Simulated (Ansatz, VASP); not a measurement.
**One calculation of PbSe, two programs**

```
CELL_PARAMETERS angstrom
0.00000 3.42320 3.49680
3.42320 0.00000 3.49680
3.42320 3.42320 0.00000
ATOMIC_POSITIONS crystal
Pb 0.00000 0.00000 0.00000
Se 0.25000 0.25000 0.25000
```

Change from the starting cell: uniaxial_z strain +2.1%.

Alike in both runs: task single point; functional r2SCAN; k mesh 6 × 6 × 6; no spin polarisation.

|  | VASP | Ansatz |
| --- | --- | --- |
| version | VASP 6.6.1 | Ansatz 0.2.0 |
| potentials or method | VASP PAW PBE potentials, release 64 (Pb_d, Se) | plane waves, PAW |
| plane-wave cutoff (eV) | 520 | 500 |
| occupations | gaussian, width 0.01 eV | fixed |
| valence electrons in the cell | 20 | 30 |

|  | VASP | Ansatz | Ansatz less VASP |
| --- | --- | --- | --- |
| gap on the k mesh at the Fermi level (eV) | 0.91 | 0.92 | +0.001 |
| pressure (GPa) | -0.7 | -0.7 | 0.00 |
| largest component of the traceless stress (GPa) | 0.06 | 0.06 | +0.001 |

The two sets of potentials don't hold the same shells in valence.

Caveats: the PAW data sets were made with another functional, which shifts forces and pressure a little (VASP); spin-orbit coupling is left out, which as a rule narrows the gap of such compounds by several tenths of an eV. A k mesh can miss the band edges.
